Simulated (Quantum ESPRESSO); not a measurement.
## The electronic dielectric constant of KBr, sorted by core time

**What was measured.** The electronic dielectric constant of KBr (Fm-3m) is reported as 2.36 (a printed reference work). The runs below try to reproduce it.

It takes space group Fm-3m (No. 225, cubic). The conventional cell has a = 6.600 Å, b = 6.600 Å, c = 6.600 Å, α = 90.00°, β = 90.00°, γ = 90.00°. Br (site symmetry m-3m) has 6 K at 3.30 Å as nearest neighbours. K (site symmetry m-3m) has 6 Br at 3.30 Å as nearest neighbours.

| rung | level | program and potentials | cutoff (eV) | k mesh | task | spin | core time | chip | electronic dielectric constant | miss | notes |
| --- | --- | --- | --- | --- | --- | --- | --- | --- | --- | --- | --- |
| GGA | revPBE | Quantum ESPRESSO, PseudoDojo 0.4.1 SR PBE standard | 1007 | 2 × 2 × 2, shifted | phonons | off | 2.4 min | Arm Neoverse V1 | 2.34 | -0.8 % | coarse mesh; potentials made for PBE; cell relaxed first (40.63 Å³/atom) |
| LDA | LDA | Quantum ESPRESSO, GBRV 1.5 LDA | 612 | 4 × 4 × 4, shifted | phonons | off | 5.2 min | Arm Neoverse V2 | 2.76 | +16.9 % | cell relaxed first (32.24 Å³/atom) |
| GGA | PBE | Quantum ESPRESSO, GBRV 1.5 PBE | 612 | 4 × 4 × 4, shifted | phonons | off | 5.6 min | Arm Neoverse V2 | 2.51 | +6.4 % | cell relaxed first (37.13 Å³/atom) |
| LDA | LDA | Quantum ESPRESSO, PseudoDojo 0.4.1 SR LDA standard | 980 | 4 × 4 × 4, shifted | phonon dispersion | off | 8.7 min | Intel Xeon Platinum 8488C Sapphire Rapids | 2.76 | +16.9 % | cell relaxed first (32.31 Å³/atom) |
| GGA | PBE | Quantum ESPRESSO, PseudoDojo 0.4 FR PBE standard | 1007 | 6 × 6 × 6, shifted | dielectric tensor | SOC, no magnetisation | 23 min | Arm Neoverse V1 | 2.56 | +8.5 % | - |

Times are single runs on shared hosts and different chips, so they are rough; meshes, cutoffs and the tasks' sizes weigh on the time. The cell comes from a database and isn't always the measured one. Meshes differ between rows, which moves values too. All levels ran on this one cell, unrelaxed unless noted. Meshes are those of the run's cell of 2 atoms unless a note names another. Misses use the values as printed. Runs on faulty files, with rough fits or with known faults for this quantity aren't shown.

By rung: LDA in relaxed cells 2.76; GGA in relaxed cells 2.51; GGA 2.56; GGA in relaxed cells on coarse meshes 2.34. Measured: 2.36 (a printed reference work). Closest, coarse meshes and atomic bases left aside, is PBE with Quantum ESPRESSO, GBRV 1.5 PBE (+6.4 %). The runs are for a static lattice, while measurements hold temperature and zero-point motion.
